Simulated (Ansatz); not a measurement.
NaF: response to strain

The reference is NaF in the rock salt structure (space group Fm-3m, No. 225; a = 4.6291 Å). Axes: x, y, z lie along the cube axes.

Strains are applied to the cell and any free atomic positions relax.

All numbers come from plane-wave PAW DFT at the PBEsol level (Ansatz, an electronic-structure program, 420 eV), without spin-orbit coupling.

```json
[
 {"uniaxial strain ε_zz (%)": "-3", "band gap (eV)": "6.36"},
 {"uniaxial strain ε_zz (%)": "-2.5", "band gap (eV)": "?"},
 {"uniaxial strain ε_zz (%)": "-2", "band gap (eV)": "6.30"},
 {"uniaxial strain ε_zz (%)": "-1", "band gap (eV)": "6.25"},
 {"uniaxial strain ε_zz (%)": "-0.5", "band gap (eV)": "6.22"},
 {"uniaxial strain ε_zz (%)": "0", "band gap (eV)": "6.20"}
]
```

Question: Fit E_g = E₀ + Dε (ε in %) to the rows shown and predict the withheld row.

Answer: Least squares on the printed values gives E₀ = 6.20 eV, D = -53.6 meV per % of strain (largest residual 0.00 eV); this predicts 6.33 eV, and the run gives 6.33 eV, in agreement.

Whether these cells are dynamically stable was not tested.
